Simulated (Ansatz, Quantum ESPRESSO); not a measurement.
# Ta: the pressure in 2 programs

The cell as given:

It takes space group P6_3/mmc (No. 194, hexagonal). Conventional cell: a = 2.900 Å, b = 2.900 Å, c = 5.166 Å, α = 90.00°, β = 90.00°, γ = 120.00°. Ta (site symmetry -6m2) has 12 Ta at 2.90 to 3.08 Å as nearest neighbours.

This isn't the form of Ta at room conditions, which is bcc.

Kept alike: task relaxation of cell and atoms; functional PBEsol; k mesh 11 × 11 × 5; occupations fermi-dirac, width 0.05 eV; no spin polarisation. The mesh is that of the run's cell of 2 atoms. No spin-orbit coupling.

- A: Ansatz, all-electron LAPW, scalar-relativistic
- B: Quantum ESPRESSO, GBRV 1.5 PBEsol, cutoff 871 eV

```csv
pressure (GPa),A: volume (Å³/atom),B: volume (Å³/atom)
0,18.105,?
5,17.675,17.664
10,17.293,17.286
20,16.638,16.635
30,16.078,16.081
```

Values hold for each row's relaxed cell, which stops near the pressure aimed at. The runs follow the start's structure, whether or not it is the stable one at these pressures.

Estimate the value left open.

In the median of the other rows B lies -0.005 Å³/atom from the other column, which points to 18.100; the run gave 18.086 Å³/atom, -0.014 from it.
